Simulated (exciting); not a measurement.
A run of exciting (release sodium) is set up as follows.

input.xml

```xml
<input>
  <title>Hg</title>
  <structure speciespath="./" tshift="false">
    <crystal scale="1">
      <basevect>-3.546517871012 3.546517871012 3.622311799348</basevect>
      <basevect>3.546517871012 -3.546517871012 3.622311799348</basevect>
      <basevect>3.546517871012 3.546517871012 -3.622311799348</basevect>
    </crystal>
    <species speciesfile="Hg.xml" rmt="2.3">
      <atom coord="0.500000000000 0.500000000000 0.000000000000"/>
    </species>
  </structure>
  <groundstate do="fromscratch" ngridk="10 10 10" rgkmax="9" gmaxvr="14" lmaxapw="10" lmaxmat="10" lmaxvr="8" xctype="GGA_PBE" stype="Gaussian" swidth="0.00183747" nempty="8" ValenceRelativity="iora*" epsengy="1e-05" epspot="1e-05" maxscl="60" tforce="true" outputlevel="normal"/>
</input>
```

Potentials or basis: all-electron LAPW+lo, shipped species files, valence relativity iora*.

Command:

```sh
$ OMP_NUM_THREADS=1 exciting_smp
```

Q: Predict the band gap on the k mesh.

A: None (metal or under the smearing width).

The run has no spin-orbit coupling, so splittings on Hg are missing.
